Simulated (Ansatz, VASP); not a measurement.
# Cross-check of SnSe2 between VASP and Ansatz

Wanted: the spread between two codes on one cell, functional and k mesh. The cell is generated by rule, not measured, and may not be a known phase. The cell is taken from a series of VASP runs on this material, whose earlier steps may have relaxed, scaled or displaced it; both programs get it as it stands.

Calculated with Ansatz 0.2.0; plane waves, with VASP 6.6.1 beside it; band structure at PBE and band structure at PBE, spin-orbit coupling.

The structure was built from a prototype and need not be the compound's stable phase.

### 1. The structure

The structure is cubic, space group Fm-3m (No. 225). The conventional cell has a = 7.037 Å, b = 7.037 Å, c = 7.037 Å, α = 90.00°, β = 90.00°, γ = 90.00°. Nearest to Sn lie 8 Se at 3.05 Å. Se has 4 Sn at 3.05 Å nearest. Farther neighbours and most contacts between anions are not listed.

Structure file:

```
Sn Se
1.0
     0.00000    3.51860    3.51860
     3.51860    0.00000    3.51860
     3.51860    3.51860    0.00000
Sn Se
1 2
Direct
  0.00000 0.00000 0.00000
  0.25000 0.25000 0.25000
  0.75000 0.75000 0.75000
```

### 2. VASP: band structure, PBE

A single point gives forces, pressure and levels at one fixed geometry, so differences don't come from the geometry; what else differs is listed under the comparison.

Lines of VASP's logs that name or quote its potential files are left out, and so is its time.

Contents of INCAR:

```
SYSTEM = SnSe2
PREC = Accurate
ENCUT = 400
EDIFF = 1E-06
NELM = 100
ISMEAR = 0
SIGMA = 0.02
LREAL = .FALSE.
ALGO = Normal
GGA = PE
NBANDS = 26
LORBIT = 11
LWAVE = .FALSE.
LCHARG = .FALSE.
KPAR = 4
ISIF = 2
```

Contents of POSCAR:

```
SnSe2
1.0
    0.0000000000      3.5186000000      3.5186000000
    3.5186000000      0.0000000000      3.5186000000
    3.5186000000      3.5186000000      0.0000000000
Sn Se
1 2
Direct
    0.0000000000      0.0000000000      0.0000000000
    0.2500000000      0.2500000000      0.2500000000
    0.7500000000      0.7500000000      0.7500000000
```

Contents of KPOINTS:

```
Automatic mesh
0
Gamma
10 10 10
0 0 0
```

Contents of KPOINTS_OPT:

```
Line mode
24
Line-mode
Reciprocal
  0.00000000   0.00000000   0.00000000 GAMMA
  0.50000000   0.00000000   0.50000000 X

  0.50000000   0.00000000   0.50000000 X
  0.50000000   0.25000000   0.75000000 W

  0.50000000   0.25000000   0.75000000 W
  0.37500000   0.37500000   0.75000000 K

  0.37500000   0.37500000   0.75000000 K
  0.00000000   0.00000000   0.00000000 GAMMA

  0.00000000   0.00000000   0.00000000 GAMMA
  0.50000000   0.50000000   0.50000000 L

  0.50000000   0.50000000   0.50000000 L
  0.62500000   0.25000000   0.62500000 U

  0.62500000   0.25000000   0.62500000 U
  0.50000000   0.25000000   0.75000000 W

  0.50000000   0.25000000   0.75000000 W
  0.50000000   0.50000000   0.50000000 L

  0.50000000   0.50000000   0.50000000 L
  0.37500000   0.37500000   0.75000000 K

  0.62500000   0.25000000   0.62500000 U
  0.50000000   0.00000000   0.50000000 X
```

The projector-augmented-wave data sets are Sn_d and Se (PBE family, release 64).

Run with:

```sh
> mpirun -np 4 vasp_std
```

Numbers of over 12 decimals in the logs are rounded to 6 here.

The program printed:

```text
[banner, memory and clock lines left out]
running    4 mpi-ranks, on    1 nodes
 distrk:  each k-point on    1 cores,    4 groups
 distr:  one band on    1 cores,    1 groups

 POSCAR found type information on POSCAR SnSe
 POSCAR found :  2 types and       3 ions
 LDA part: xc-table for (Slater+PW92), standard interpolation
 POSCAR, INCAR and KPOINTS ok, starting setup
 FFT: planning ... GRIDC
 FFT: planning ... GRID_SOFT
 FFT: planning ... GRID
 WAVECAR not read
 entering main loop
       N       E                     dE             d eps       ncg     rms          rms(c)
DAV:   1     0.180594815180E+03    0.18059E+03   -0.99498E+03  2538   0.908E+02
DAV:   2     0.111141161894E+02   -0.16948E+03   -0.15963E+03  2628   0.283E+02
DAV:   3    -0.999953189860E+01   -0.21114E+02   -0.20759E+02  3034   0.859E+01
DAV:   4    -0.106767842116E+02   -0.67725E+00   -0.67543E+00  2856   0.166E+01
DAV:   5    -0.106930611242E+02   -0.16277E-01   -0.16275E-01  3454   0.261E+00    0.331E+00
DAV:   6    -0.105255374101E+02    0.16752E+00   -0.40087E-01  3282   0.378E+00    0.196E+00
DAV:   7    -0.105261849818E+02   -0.64757E-03   -0.54723E-02  3010   0.935E-01    0.919E-01
DAV:   8    -0.105277350874E+02   -0.15501E-02   -0.46816E-03  2678   0.520E-01    0.796E-02
DAV:   9    -0.105279541323E+02   -0.21904E-03   -0.34787E-04  2854   0.138E-01    0.510E-02
DAV:  10    -0.105281365122E+02   -0.18238E-03   -0.22348E-04  2600   0.720E-02    0.781E-03
DAV:  11    -0.105281453297E+02   -0.88174E-05   -0.18645E-05  2838   0.381E-02    0.387E-03
DAV:  12    -0.105281493972E+02   -0.40675E-05   -0.59194E-06  2602   0.927E-03    0.247E-03
DAV:  13    -0.105281497975E+02   -0.40029E-06   -0.67525E-07  2284   0.372E-03
   1 F= -.10528150E+02 E0= -.10527862E+02  d E =-.574610E-03
 Start KPOINTS_OPT (optional k-point list driver)
k-point batch [1-47\240]
       N       E                     dE             ncg
DAV:   1    -0.420865561433E+03   -0.24446E+05     2562
DAV:   2    -0.846247571065E+04   -0.80416E+04     2638
DAV:   3    -0.946718739937E+04   -0.10047E+04     3026
DAV:   4    -0.950009646719E+04   -0.32909E+02     2796
DAV:   5    -0.950088694928E+04   -0.79048E+00     3318
DAV:   6    -0.950090924559E+04   -0.22296E-01     3002
DAV:   7    -0.950091027503E+04   -0.10294E-02     3594
DAV:   8    -0.950091027998E+04   -0.49501E-05     2364
DAV:   9    -0.950091028021E+04   -0.23372E-06     1884
[...]
k-point batch [236-240\240]
       N       E                     dE             ncg
DAV:   1     0.266703150685E+05   -0.35230E+04      276
DAV:   2     0.258613756703E+05   -0.80894E+03      284
DAV:   3     0.257605122234E+05   -0.10086E+03      326
DAV:   4     0.257571514923E+05   -0.33607E+01      286
DAV:   5     0.257570700525E+05   -0.81440E-01      326
DAV:   6     0.257570670642E+05   -0.29883E-02      298
DAV:   7     0.257570670019E+05   -0.62263E-04      358
DAV:   8     0.257570670013E+05   -0.61458E-06      244
```

From OUTCAR (step 2):

```text
ion  position               nearest neighbor table
   1  0.000  0.000  0.000-   3 3.05   3 3.05   3 3.05   2 3.05   3 3.05   2 3.05   2 3.05   2 3.05

  LATTYP: Found a face centered cubic cell.
 ALAT       =     7.0372000000

 Subroutine GETGRP returns: Found 48 space group operations
 (whereof 48 operations were pure point group operations)

The static configuration has the point symmetry O_h .

 Found     47 irreducible k-points:

   k-points           NKPTS =     47   k-points in BZ     NKDIM =     47   number of bands    NBANDS=     26

   dimension x,y,z NGX =    32 NGY =   32 NGZ =   32
   dimension x,y,z NGXF=    64 NGYF=   64 NGZF=   64

   ENCUT  =  400.0 eV  29.40 Ry    5.42 a.u.   8.11  8.11  8.11*2*pi/ulx,y,z

   NELECT =      26.0000    total number of electrons

 k-points in reciprocal lattice and weights: Automatic mesh
   0.00000000  0.00000000  0.00000000       0.001
   0.10000000  0.00000000  0.00000000       0.008
   0.20000000  0.00000000  0.00000000       0.008
   0.30000000  0.00000000  0.00000000       0.008
   0.40000000  0.00000000  0.00000000       0.008
   0.50000000  0.00000000  0.00000000       0.004
   0.10000000  0.10000000  0.00000000       0.006
   0.20000000  0.10000000  0.00000000       0.024
   0.30000000  0.10000000  0.00000000       0.024
[...]
-0.30000000  0.40000000  0.20000000       0.024
  -0.30000000  0.50000000  0.20000000       0.012

 average (electrostatic) potential at core
       1-103.4424       2 -54.6077       3 -54.6077

 E-fermi :   3.4994

 k-point     1 :       0.0000    0.0000    0.0000
  band No.  band energies     occupation
    ...
     10       1.0320      2.00000
     11       1.0320      2.00000
     12       2.2797      2.00000
     13       2.2797      2.00000
     14       2.2797      2.00000
     15       5.6441      0.00000
     16       5.6441      0.00000
     17       5.6441      0.00000
     18       9.6799      0.00000
     19       9.6799      0.00000
    ...

 k-point     2 :       0.1000    0.0000    0.0000
  band No.  band energies     occupation
    ...
     10       0.9943      2.00000
     11       0.9943      2.00000
     12       2.2417      2.00000
     13       2.2417      2.00000
     14       2.7761      2.00000
     15       5.6902      0.00000
     16       5.7520      0.00000
     17       5.7520      0.00000
     18       9.8955      0.00000
     19       9.8955      0.00000
    ...

 k-point     3 :       0.2000    0.0000    0.0000
  band No.  band energies     occupation
    ...
      9       0.8311      2.00000
     10       0.9098      2.00000
     11       0.9098      2.00000
     12       2.1251      2.00000
     13       2.1251      2.00000
     14       3.5292      0.03494
     15       6.0455      0.00000
     16       6.0834      0.00000
     17       6.0834      0.00000
     18      10.4712      0.00000
    ...

  Total       -1.4471254     -1.4471254     -1.4471254      0.0000000     -0.0000000     -0.0000000
  in kB      -26.6119728    -26.6119728    -26.6119728      0.0000000     -0.0000000     -0.0000000
  external PRESSURE =     -26.6119728 kB  Pullay stress =       0.0000000 kB

  energy-cutoff  :      400.00
  volume of cell :       87.12
      direct lattice vectors                 reciprocal lattice vectors
     0.000000000  3.518600000  3.518600000    -0.142101972  0.142101972  0.142101972
     3.518600000  0.000000000  3.518600000     0.142101972 -0.142101972  0.142101972
     3.518600000  3.518600000  0.000000000     0.142101972  0.142101972 -0.142101972

 POSITION                                       TOTAL-FORCE (eV/Angst)
 -----------------------------------------------------------------------------------
      0.00000      0.00000      0.00000         0.000000     -0.000000      0.000000
      1.75930      1.75930      1.75930        -0.000000     -0.000000     -0.000000
      5.27790      5.27790      5.27790         0.000000      0.000000      0.000000
 -----------------------------------------------------------------------------------
    total drift:                                0.000000     -0.000000      0.000000

  FREE ENERGIE OF THE ION-ELECTRON SYSTEM (eV)
  ---------------------------------------------------
  free  energy   TOTEN  =       -10.5281497975 eV

  energy  without entropy=      -10.5275751872  energy(sigma->0) =      -10.52786249

 total charge
# of ion       s       p       d       tot
------------------------------------------
    1        1.291   0.683  10.004  11.977
    2        1.500   2.181   0.020   3.701
    3        1.500   2.181   0.020   3.701
--------------------------------------------------
tot          4.291   5.044  10.043  19.379

[... 3 further parts left out ...]
```

The run ends at a pressure of -2.66 GPa.

### 3. Ansatz: band structure, PBE

Ansatz runs on its default PAW (the set named soft_2) files.

The same cell, functional, mesh and smearing now go to Ansatz, which takes its cutoff from its data sets.

Contents of input.yaml:

```yaml
crystal:
  lattice:
    - [0.0, 3.5186, 3.5186]
    - [3.5186, 0.0, 3.5186]
    - [3.5186, 3.5186, 0.0]
  atoms:
    - { symbol: Sn, position: [0.0, 0.0, 0.0] }
    - { symbol: Se, position: [0.25, 0.25, 0.25] }
    - { symbol: Se, position: [0.75, 0.75, 0.75] }
hamiltonian:
  xc: pbe
  pseudopotentials: { kind: paw }
kpoints:
  mp_grid: { grid: [10, 10, 10] }
  band_path:
    path:
      - [0.0, 0.0, 0.0]
      - [0.17391, 0.0, 0.17391]
      - [0.34783, 0.0, 0.34783]
      - [0.5, 0.0, 0.5]
      - [0.5, 0.08696, 0.58696]
      - [0.5, 0.18478, 0.68478]
      - [0.49457, 0.25543, 0.75]
      - [0.45109, 0.29891, 0.75]
      - [0.40761, 0.34239, 0.75]
      - [0.34239, 0.34239, 0.68478]
      - [0.21196, 0.21196, 0.42391]
      - [0.08152, 0.08152, 0.16304]
      - [0.04348, 0.04348, 0.04348]
      - [0.23913, 0.23913, 0.23913]
      - [0.41304, 0.41304, 0.41304]
      - [0.5163, 0.46739, 0.5163]
      - [0.55978, 0.38043, 0.55978]
      - [0.6087, 0.28261, 0.6087]
      - [0.60326, 0.25, 0.64674]
      - [0.55978, 0.25, 0.69022]
      - [0.5163, 0.25, 0.7337]
      - [0.5, 0.30435, 0.69565]
      - [0.5, 0.3913, 0.6087]
      - [0.5, 0.47826, 0.52174]
      - [0.47283, 0.47283, 0.55435]
      - [0.42391, 0.42391, 0.65217]
      - [0.38043, 0.38043, 0.73913]
      - [0.59239, 0.18478, 0.59239]
      - [0.54891, 0.09783, 0.54891]
      - [0.5, 0.0, 0.5]
    npoints: 1
scf:
  occupations: { method: gaussian, width: 0.02 }
  n_extra_bands: 7
output:
  forces: true
  stress: true
  eigenvalues: true
  write_density: true
  write_potential: true
  elf: true
  volumetric_format: npy
```

Run with:

```sh
> ansatz run input.yaml --threads 2 --pin off --max-ram 4608MiB --backend cpu --events-out ev --progress --plain --runs-dir out
```

The program printed:

```text
scf.n_extra_bands = 7 over 23 filled bands (N_el = 46.0): the run solves 30 bands
Engine: ansatz 0.2.0, aarch64-unknown-linux-gnu
Pseudopotentials: kind: paw
Pseudopotential: Sn, paw, valence charge 14, recommended cutoff 420 eV (normal), Sn.paw.azcp
Pseudopotential: Se, paw, valence charge 16, recommended cutoff 420 eV (normal), Se.paw.azcp
Functional definition: PBE
  parameter kappa = 0.804
  parameter beta = 0.066725
  exchange = pbe_x(kappa = kappa, mu = beta*pi^2/3)
  correlation = pbe_c(beta = beta)
Crystal: 3 atoms, lattice volume = 87.124 Å³
Basis set: ecut = 420 eV, 1687 PW (Γ), exchange–correlation on 72×72×72 points (8 copies of the dense FFT grid, shifted against one another)
Bands: 30, of which v1, the nominal top of the filled ones, is band 23 counted from 1 (22 counted from 0)
Symmetry: 48 space group operations
Space group: Fm-3m (ITA 225), of the structure as read, at distance tolerance 4.4e-5 Å
k-points: 47 of 1000
Non-local potential: Sn, projectors of the file, l = 0: 2, l = 1: 2, l = 2: 2, l = 3: 2
Non-local potential: Se, projectors of the file, l = 0: 2, l = 1: 2, l = 2: 3, l = 3: 1
PAW form: soft (Blöchl's): semilocal exchange-correlation on the pseudo side does not see the compensation charge
PAW one-centre angular grid: Sn, 590 points (default); XC on 64 Gauss nodes
PAW one-centre angular grid: Se, 590 points (default); XC on 64 Gauss nodes
Initial density: superposition of atomic densities (neutral atoms: chi_scale 0, normalization atom), corrected by the library's trained network
Initial wavefunctions: pseudopotential atomic-orbital guess
Functional: x = pbe(κ = 0.804, μ = 0.219515), c = pbe(β = 0.066725)
SCF iter   1: F=—  HF=-16962.045631 eV  |F-HF|=—  |Δ(HF+E_count)|=         —  Δρ=1.24e-3  dr2=1.99e-3  ethr=1.77e-3  ⟨swp⟩=6.5  Hψ=6266  notcnv=0
preconditioner: auto → LDOS  [insulator: Δε(μ)=0.039 eV  Ē_g=16.329 eV  σ=0.020 eV  W_gap=0.82  n_scr=14 (ndim 8)  ℏωp=20.3 eV  f_vac=0.096  D(μ)=2.98/eV (n_scr^D=14)  ε∞_Penn≈2.5  β→1.0]
SCF iter   2: F=—  HF=-16962.044980 eV  |F-HF|=—  |Δ(HF+E_count)|=   6.51e-4  Δρ=3.66e-4  dr2=1.63e-4  ethr=4.32e-6  ⟨swp⟩=2.0  Hψ=3084  notcnv=0  defer=109
SCF iter   3: F=—  HF=-16962.044896 eV  |F-HF|=—  |Δ(HF+E_count)|=   8.30e-5  Δρ=2.82e-4  dr2=4.04e-5  ethr=3.54e-7  ⟨swp⟩=2.0  Hψ=2577  notcnv=0  defer=109
SCF iter   4: F=—  HF=-16962.044865 eV  |F-HF|=—  |Δ(HF+E_count)|=   3.15e-5  Δρ=7.70e-5  dr2=2.99e-6  ethr=8.78e-8  ⟨swp⟩=2.0  Hψ=2382  notcnv=0  defer=109
SCF iter   5: F=—  HF=-16962.044864 eV  |F-HF|=—  |Δ(HF+E_count)|=   1.19e-6  Δρ=1.18e-5  dr2=2.18e-7  ethr=6.50e-9  ⟨swp⟩=2.0  Hψ=1852  notcnv=0  defer=109
SCF iter   6: F=-16962.044864 eV  HF=-16962.044864 eV  |F-HF|=5.53e-9  |Δ(HF+E_count)|=   1.95e-7  Δρ=3.43e-6  dr2=4.58e-9  ethr=2.17e-10  ⟨swp⟩=12.6  Hψ=11344  notcnv=0
SCF 1 converged in 6 iterations: F = -16962.044864 eV  dr2 = 4.58e-9
  Residual-converged pass: ⟨swp⟩=1.0  Hψ=1599  notcnv=0  max |occ|·‖R‖ = 7.1e-9 eV (tolerance 1.0e-8 eV)  dr2=4.58e-9  dr2_onsite=6.87e-9  max |Δocc| = 5.2e-11
  greatest PAW one-centre occupation: 1.000 electrons in one spin orbital (limit 2), on the Se atom at site 2 (counted from 0), in its partial waves of l = 2
NSCF: frozen V_eff on 30 k-points
SCF converged after 6 iterations
Free energy (F): -16962.044864 eV
Harris-Foulkes:  -16962.044864 eV  (|F-HF|=5.53e-9)
Internal energy: -16962.044286 eV  (E = F + TS)
E sigma→0 (E₀):  -16962.044575 eV
Entropy (-TS):   -0.000578 eV (-0.193 meV/atom)
Fermi energy:    7.004357 eV
--- Per-component energies (eV) ---
  E_band       = -919.867192
  E_kinetic    = 417.760355
  E_local      = -6057.002336  (includes V_loc(G=0)·N_el)
  E_nonlocal   = -1222.866839
  E_hartree    = 3073.932626
  E_xc         = -588.402968
  E_vxc        = -288.702724  (∫ρ·V_xc dr)
  E_paw        = -7958.391833  (= ΣΔE_a)
  E_vpaw       = 83.084598  (= ΣTr[D̂ρ^β])
  E_aug_tail   = -0.001178  (compensation charges beyond the density's cutoff)
  E_ewald      = -4627.072113
  E_smearing   = -0.000578  (= −TS)
  E_closure    = 0.000000  (closes the sum)
  Σ components = -16962.044864   (vs F -16962.044864, Δ=0.00e0)
--- Forces (eV/Å), atoms counted from 1 ---
  atom   1  Sn     0.00000000    -0.00000000    -0.00000000
  atom   2  Se    -0.00000000    -0.00000000    -0.00000000
  atom   3  Se     0.00000000     0.00000000    -0.00000000
  max |Σ_I F_I| component: 1.85e-17 eV/Å
--- Stress (GPa, compression-positive) ---
       -2.643680      -0.000000       0.000000
       -0.000000      -2.643680       0.000000
       -0.000000      -0.000000      -2.643680
  P = ⅓ Tr σ = -2.6437 GPa (-26.437 kbar)
--- Band table (eV; the first three rows and the last of 47) ---
  k-point 0: bands = [... 19 lower, 4.5371, 4.5371, 5.7844, 5.7844, 5.7844, 9.1515, 9.1515, 9.1515, ... 3 higher]
  k-point 1: bands = [... 19 lower, 4.4994, 4.4994, 5.7464, 5.7464, 6.2809, 9.1974, 9.2594, 9.2594, ... 3 higher]
  k-point 2: bands = [... 19 lower, 4.4150, 4.4150, 5.6299, 5.6299, 7.0340, 9.5523, 9.5908, 9.5908, ... 3 higher]
  k-point 46: bands = [... 19 lower, 4.0112, 5.1387, 6.6059, 7.3178, 7.4644, 10.7158, 10.8714, 11.5096, ... 3 higher]
```

Elapsed: 11 s, on 2 threads of Arm Neoverse N1, shared host; peak memory 0.42 GiB; 20 s of CPU time.

Reading the cycles: dr2 is the Hartree energy of the density residual (eV), the measure of convergence; HF is the Harris–Foulkes estimate of the energy, which meets the free energy F at convergence.

### 4. Side by side

Known differences besides the potentials themselves: the data sets hold 46 valence electrons in Ansatz (default PAW (the set named soft_2) files) and 26 in VASP; the cutoff is 420 eV in Ansatz and 400 eV in VASP; VASP leaves aspherical gradient terms in its spheres out (LASPH is not set), Ansatz keeps them. Total energies have different zeros and are not compared.

The two programs side by side:

| quantity | Ansatz | VASP | difference |
| --- | --- | --- | --- |
| pressure (GPa) | -2.64 | -2.66 | +0.02 |

Levels from 3 eV below to 2 eV above the Fermi level differ by 1 meV r.m.s. and 2 meV at most; each VASP level is matched to the nearest of Ansatz, which flatters the figure a little. Ansatz's pressure holds a Pulay correction of 0.02 GPa; VASP's holds none.

### 5. Other set-ups

Further runs change the set-up of one program: Ansatz's method, potentials or start, or VASP's data sets, cutoff or form of LDA. The table gives Ansatz less VASP for each quantity, since a change that brings one quantity closer may part another.

| run | pressure (GPa) |
| --- | --- |
| as above | 0.018 |
| Ansatz's all-electron LAPW method | 0.012 |

(Continued in part 2 of 2.)

[Lines on the potential files, build, host, timing and source positions are cut from VASP's logs without a mark.]

[Logs are printed without paths, hosts, clocks, repeated set-up lines and the standing remarks that a program may print on its own settings, such as how far it seeks lower states.]

[Hosts, paths, dates, database ids (printed as entryN), source tags and the programs' standing remarks are cut or masked in the printed files.]
